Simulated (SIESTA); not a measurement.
Runs of SIESTA 5.4.2 on RbCl. It takes space group Fm-3m (No. 225, cubic). The conventional cell has a = 6.548 Å, b = 6.548 Å, c = 6.548 Å, α = 90.00°, β = 90.00°, γ = 90.00°. Rb (site symmetry m-3m) has 6 Cl at 3.27 Å as nearest neighbours. Around Cl (site symmetry m-3m) lie 6 Rb at 3.27 Å. 

```csv
task,level,potentials or basis,gap on the mesh (eV),pressure (GPa)
single point,PBEsol,"PseudoDojo 0.4 standard (PBEsol files), DZP (energy shift 0.003 Ry; two zetas on semicore shells; d shell added on Rb)",4.93,-0.1
band structure,vdW-DF-cx,"PseudoDojo 0.4 standard (PBE files), DZP (energy shift 0.003 Ry; two zetas on semicore shells; d shell added on Rb)",(b),0.3
band structure,BLYP,"PseudoDojo 0.4 standard (PBE files), DZP (energy shift 0.003 Ry; two zetas on semicore shells; d shell added on Rb)",(a),2.1
band structure,AM05,"PseudoDojo 0.4 standard (PBEsol files), DZP (energy shift 0.003 Ry; two zetas on semicore shells; d shell added on Rb)",5.14,0.8
```

Alike in all rows: no spin polarisation; cell as given; k mesh 7 × 7 × 7; smearing fermi-dirac 0.05 eV; grid cutoff 800 Ry; energy shift 0.003 Ry.

Task: Fill in the values left out.

Result: (a) 5.09; (b) 5.19.

Caveats: the basis of atomic orbitals isn't converged, which shifts pressures, moduli and gaps; the potentials were made for another functional, which shifts forces and pressure (some runs); an odd mesh through Γ misses points on the zone boundary, where band edges often lie (some runs).

A k mesh can miss the band edges, and the runs leave out spin-orbit coupling on Rb.
